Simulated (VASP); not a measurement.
# SnTe (F-43m) in VASP: single point with PBEsol

Aim: the single point of SnTe with PBEsol.

Program: VASP 6.6.1. These are calculated values, not measurements. Logs are shortened: lines on timing, memory, paths and dates and some standing lists are left out, and cuts for length are marked.

### Step 1. The structure

It takes space group F-43m (No. 216, cubic). The conventional cell has a = 7.222 Å, b = 7.222 Å, c = 7.222 Å, α = 90.00°, β = 90.00°, γ = 90.00°. Sn (site symmetry -43m) is surrounded by 4 Te at 3.13 Å. Te (site symmetry -43m) has 4 Sn at 3.13 Å as nearest neighbours.

Measurements of this composition are mostly on another form, of space group No. 225.

### Step 2. Single point, PBEsol

INCAR reads:

```
ALGO = Fast
EDIFF = 1E-6
ENCUT = 520
GGA = PS
ISIF = 2
ISMEAR = 0
LASPH = True
LCHARG = False
LREAL = False
LWAVE = False
NBANDS = 17
NELM = 100
PREC = Accurate
SIGMA = 0.01
```

KPOINTS reads:

```
k-points
0
Gamma
  5 5 5
```

POSCAR reads:

```
SnTe
1.0
    0.0000000000      3.6111460000      3.6111460000
    3.6111460000      0.0000000000      3.6111460000
    3.6111460000      3.6111460000      0.0000000000
Sn Te
1 1
Direct
    0.0000000000      0.0000000000      0.0000000000
    0.7500000000      0.7500000000      0.7500000000
```

Potentials or basis: VASP PAW PBE potentials, release 64 (Sn_d, Te).

Run with:

```console
cat potpaw_PBE.64/Sn_d/POTCAR potpaw_PBE.64/Te/POTCAR > POTCAR
mpirun -np 1 vasp_std > vasp.out
```

OUTCAR:

```text
EDIFF = 1E-6
   ENCUT = 520
   GGA = PS
   ISIF = 2
   ISMEAR = 0
   LASPH = True
   LREAL = False
   NELM = 100
   PREC = Accurate

 ion  position               nearest neighbor table
   1  0.000  0.000  0.000-   2 3.13   2 3.13   2 3.13   2 3.13
   2  0.750  0.750  0.750-   1 3.13   1 3.13   1 3.13   1 3.13

  LATTYP: Found a face centered cubic cell.
 ALAT       =     7.2222920000

  Lattice vectors:

 A1 = (   0.0000000000,   3.6111460000,   3.6111460000)
 A2 = (   3.6111460000,   0.0000000000,   3.6111460000)
 A3 = (   3.6111460000,   3.6111460000,   0.0000000000)

Analysis of symmetry for initial positions (statically):
=====================================================================
 Subroutine PRICEL returns:
 Original cell was already a primitive cell.

 Routine SETGRP: Setting up the symmetry group for a
 face centered cubic supercell.

 Subroutine GETGRP returns: Found 24 space group operations
 (whereof 24 operations were pure point group operations)
 out of a pool of 48 trial point group operations.

The static configuration has the point symmetry T_d .

Analysis of symmetry for dynamics (positions and initial velocities):
=====================================================================
 Subroutine PRICEL returns:
 Original cell was already a primitive cell.

 Routine SETGRP: Setting up the symmetry group for a
 face centered cubic supercell.

 Subroutine GETGRP returns: Found 24 space group operations
 (whereof 24 operations were pure point group operations)
 out of a pool of 48 trial point group operations.

The dynamic configuration has the point symmetry T_d .

 Subroutine INISYM returns: Found 24 space group operations
 (whereof 24 operations are pure point group operations),
 and found     1 'primitive' translations

----------------------------------------------------------------------------------------

                                     Primitive cell

  volume of cell :      94.1814

  direct lattice vectors                    reciprocal lattice vectors
     0.000000000  3.611146000  3.611146000    -0.138460201  0.138460201  0.138460201
     3.611146000  0.000000000  3.611146000     0.138460201 -0.138460201  0.138460201
     3.611146000  3.611146000  0.000000000     0.138460201  0.138460201 -0.138460201

  length of vectors
     5.106931649  5.106931649  5.106931649     0.239820102  0.239820102  0.239820102
[... 65 lines left out ...]
   NELM   =    100;   NELMIN=  2; NELMDL= -5     # of ELM steps
   EDIFF  = 0.1E-05   stopping-criterion for ELM
   LREAL  =      F    real-space projection
   EDIFFG = 0.1E-04   stopping-criterion for IOM
   NSW    =      0    number of steps for IOM
   IBRION =     -1    ionic relax: 0-MD 1-quasi-New 2-CG
   NFREE  =      0    steps in history (QN), initial steepest desc. (CG)
   ISIF   =      2    stress and relaxation
   ISYM   =      2    0-nonsym 1-usesym 2-fastsym
   POTIM  = 0.5000    time-step for ionic-motion
   TEBEG  =    0.0;   TEEND  =   0.0 temperature during run
   PSTRESS=    0.0 pullay stress
   NELECT =      20.0000    total number of electrons
   NUPDOWN=      -1.0000    fix difference up-down
   EMIN   =  10.00;   EMAX   =-10.00  energy-range for DOS
   EFERMI =   0.00;   METHOD = LEGACY
   ISMEAR =     0;   SIGMA  =   0.01  broadening in eV -4-tet -1-fermi 0-gaus
   EFERMI_NEDOS =   21; number of points for ismear=-14 and -15
   IALGO  =     68    algorithm
   IMIX   =      4    mixing-type and parameters
     AMIX     =   0.40;   BMIX     =  1.00
     AMIX_MAG =   1.60;   BMIX_MAG =  1.00
  volume/ion in A,a.u.               =      47.09       317.78
  Fermi-wavevector in a.u.,A,eV,Ry     =   0.976704  1.845704 12.979296  0.953951
  Thomas-Fermi vector in A             =   2.107344
   LORBIT       =      0    0 simple, 1 ext, 2 COOP (PROOUT), +10 PAW based schemes
   GGA     = PS    functional components
   LHFCALC =     F    Hartree Fock is set to
   AEXX    =    0.0000 exact exchange contribution
   IVDW    =     0    specifies the selected vdW correction
   LEPSILON=     F    determine dielectric tensor
   LRPA    =     F    only Hartree local field effects (RPA)
 non-spin polarized calculation
 RMM-DIIS sequential band-by-band and
 Gauss-broadening in eV      SIGMA  =   0.01
  energy-cutoff  :      520.00
  volume of cell :       94.18
 maximum number of plane-waves:      2637
 NGX is ok and might be reduce to    40
   NGX = 19   NGY = 19   NGZ = 19

 number of electron      19.9999999 magnetization

 Free energy of the ion-electron system (eV)
  ---------------------------------------------------
  ext. energy  EPLUGINS =         0.00000000
  ---------------------------------------------------
  free energy    TOTEN  =        -7.60184230 eV

  energy without entropy =       -7.60184230  energy(sigma->0) =       -7.60184230

 E-fermi :   2.8670     XC(G=0):  -7.6267

 val. band max:        2.7907334100   @ k =  -0.4000   0.4000   0.2000
 cond. band min:       3.1529276712   @ k =   0.4000   0.4000   0.0000
 fundamental gap:      0.3621942612
 Fermi energy:         2.8670047356

 k-point     1 :       0.0000    0.0000    0.0000
  band No.  band energies     occupation
      1     -18.6589      2.00000
      2     -18.6589      2.00000
      3     -18.6589      2.00000
      4     -18.6496      2.00000
      5     -18.6496      2.00000
      6      -8.5048      2.00000
[... 177 lines left out ...]
      4     -18.6499      2.00000
      5     -18.6491      2.00000
      6      -7.8038      2.00000
[... 9 lines left out ...]
     16      10.5395      0.00000
     17      11.5967      0.00000

------------------------ aborting loop because EDIFF is reached ----------------------------------------

  FORCE on cell =-STRESS in cart. coord.  units (eV):
  Direction    XX          YY          ZZ          XY          YZ          ZX
  --------------------------------------------------------------------------------------
  -------------------------------------------------------------------------------------
  Total       -0.8021221     -0.8021221     -0.8021221     -0.0000000     -0.0000000     -0.0000000
  in kB      -13.6453895    -13.6453895    -13.6453895     -0.0000000     -0.0000000     -0.0000000
  external PRESSURE =     -13.6453895 kB  Pullay stress =       0.0000000 kB

 VOLUME and BASIS-vectors are now :
 -----------------------------------------------------------------------------
  energy-cutoff  :      520.00
  volume of cell :       94.18
      direct lattice vectors                 reciprocal lattice vectors
     0.000000000  3.611146000  3.611146000    -0.138460201  0.138460201  0.138460201
     3.611146000  0.000000000  3.611146000     0.138460201 -0.138460201  0.138460201
     3.611146000  3.611146000  0.000000000     0.138460201  0.138460201 -0.138460201

 POSITION                                       TOTAL-FORCE (eV/Angst)
 -----------------------------------------------------------------------------------
      0.00000      0.00000      0.00000        -0.000000     -0.000000     -0.000000
      5.41672      5.41672      5.41672         0.000000      0.000000      0.000000
 -----------------------------------------------------------------------------------
    total drift:                                0.000000      0.000000      0.000000

  FREE ENERGIE OF THE ION-ELECTRON SYSTEM (eV)
  ---------------------------------------------------
  free  energy   TOTEN  =        -7.6018423045 eV

  energy  without entropy=       -7.6018423045  energy(sigma->0) =       -7.60184230
```

stdout:

```text
POSCAR found type information on POSCAR SnTe
 POSCAR found :  2 types and       2 ions
 scaLAPACK will be used
 -----------------------------------------------------------------------------
|                                                                             |
|                                                                             |
|     You enforced a specific xc type in the INCAR file but a different       |
|     I HOPE YOU KNOW WHAT YOU ARE DOING!                                     |
|                                                                             |
 -----------------------------------------------------------------------------

 LDA part: xc-table for (Slater+PW92), standard interpolation
 POSCAR, INCAR and KPOINTS ok, starting setup
 FFT: planning ... GRIDC
 FFT: planning ... GRID_SOFT
 FFT: planning ... GRID
 WAVECAR not read
 entering main loop
```

It took 25 s on 1 thread of Intel Xeon Platinum 8488C (Sapphire Rapids), shared host; peak memory 0.23 GiB.

What came out:

| Quantity | Value |
| --- | --- |
| Free energy | -7.6018 eV |
| Pressure | -1.4 GPa |
| Band gap on the k mesh | 0.36 eV, indirect (least direct gap 0.81 eV) |

Levels at points of the mesh, in eV from the valence-band top:
```tsv
k point	band 7	band 8	band 9	band 10	band 11	band 12	band 13	band 14
(0.00, 0.00, 0.00)	-4.97	-1.68	-1.68	-1.68	1.24	1.24	1.24	4.23
```

Caveat: the PAW data sets were made with another functional, which shifts forces and pressure a little; spin-orbit coupling is left out, which moves the levels of the heavy elements; an odd mesh through Γ misses points on the zone boundary, where band edges often lie.
